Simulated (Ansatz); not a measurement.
# Ga2As2H: the cost of one run

Program: Ansatz 0.2.0. Level of theory: DFT PBE, scalar-relativistic, plane waves, PAW. These are calculated values, not measurements.

4 further runs of the same task are left out: 4 set aside as unsound or not needed. Runs told in other sessions of the task aren't counted.

### 1 The starting structure

The structure is orthorhombic, space group Pmm2 (No. 25). The conventional cell has a = 4.063 Å, b = 4.063 Å, c = 19.890 Å, α = 90.00°, β = 90.00°, γ = 90.00°. As (site symmetry mm2) has 2 Ga at 2.49 Å in its first shell of neighbours. Ga (site symmetry mm2) has 4 As at 2.49 to 2.55 Å in its first shell of neighbours. Around As (site symmetry mm2) lie 4 Ga at 2.47 to 2.55 Å. Ga (site symmetry mm2) is surrounded by 1 H at 1.54 Å and 2 As at 2.47 Å. H (site symmetry mm2) has 1 Ga at 1.54 Å in its first shell of neighbours.

As a file:

```cif
data_structure
_symmetry_space_group_name_H-M 'Pmm2'
_symmetry_Int_Tables_number 25
_cell_length_a 4.0630
_cell_length_b 4.0630
_cell_length_c 19.8905
_cell_angle_alpha 90.000
_cell_angle_beta 90.000
_cell_angle_gamma 90.000
_cell_volume 328.35
loop_
_atom_site_label
_atom_site_type_symbol
_atom_site_symmetry_multiplicity
_atom_site_Wyckoff_symbol
_atom_site_fract_x
_atom_site_fract_y
_atom_site_fract_z
_atom_site_occupancy
As1 As 1 b 0.00000 0.50000 0.20110 1
Ga1 Ga 1 d 0.50000 0.50000 0.27332 1
As2 As 1 c 0.50000 0.00000 0.35110 1
Ga2 Ga 1 a 0.00000 0.00000 0.42183 1
H1 H 1 a 0.00000 0.00000 0.49926 1
```

This is the geometry of the first run shown, built on a cell relaxed beforehand with the same method.

### 2 The scan

Atoms count from 1 in the order of the input.

H is moved over the surface cell; relaxed at each place: the height of the adsorbate's atoms; substrate rigid; the origin of the map has the adsorbate above Ga4.

First coordinate, position of H5 along the first surface vector, from above Ga4: 8 values from 0.000 to 0.875, periodic. Second coordinate, position of H5 along the second surface vector, from above Ga4: 8 values from 0.000 to 0.875, periodic.

Relaxed at each point: the height of the adsorbate's atoms; substrate rigid. Points are written as (first, second).

The two vectors of the plane (Å): (4.063, 0.000, 0.000); (0.000, 4.063, 0.000).

### 3 The run at (0/8, 0/8) of the map's two axes

Input file input.yaml:

```yaml
crystal:
  lattice:
    - [4.0629609257, 0.0, 0.0]
    - [0.0, 4.0629609257, 0.0]
    - [0.0, 0.0, 19.890498656]
  atoms:
    - { symbol: As, position: [0.0, 0.5, 0.2011010417] }
    - { symbol: Ga, position: [0.5, 0.5, 0.2733201266] }
    - { symbol: As, position: [0.5, 0.0, 0.351101968] }
    - { symbol: Ga, position: [0.0, 0.0, 0.4218345051] }
    - { symbol: H, position: [0.0, 0.0, 0.4992584061], spin: 1.0 }
basis:
  ecutwfc: 420
kpoints:
  mp_grid: { grid: [7, 7, 1] }
hamiltonian:
  xc: pbe
  pseudopotentials: { kind: paw, azcp: { folder: soft_1 } }
scf:
  occupations: { method: gaussian, width: 0.05 }
output:
  forces: true
  eigenvalues: true
  populations: true
magnetization:
  spin_polarized: true
relax:
  adjacent_minimum: "off"
  f_tol: 0.025
  max_steps: 16
  constraints: [{ sites: [0, 1, 2, 3] }, { sites: [4], fix: xy }]
efield:
  axis: 3
  dipole_correction: true
  ramp_width: 0.04
```

The run is started by

```sh
$ ansatz run input.yaml --threads 2 --pin off --max-ram 6144MiB --backend cpu --events-out ev --progress --plain --runs-dir out
```

What time and memory should one allow on 2 threads of Arm Neoverse V2, shared host?

About 70 s, with a peak of 0.69 GiB.
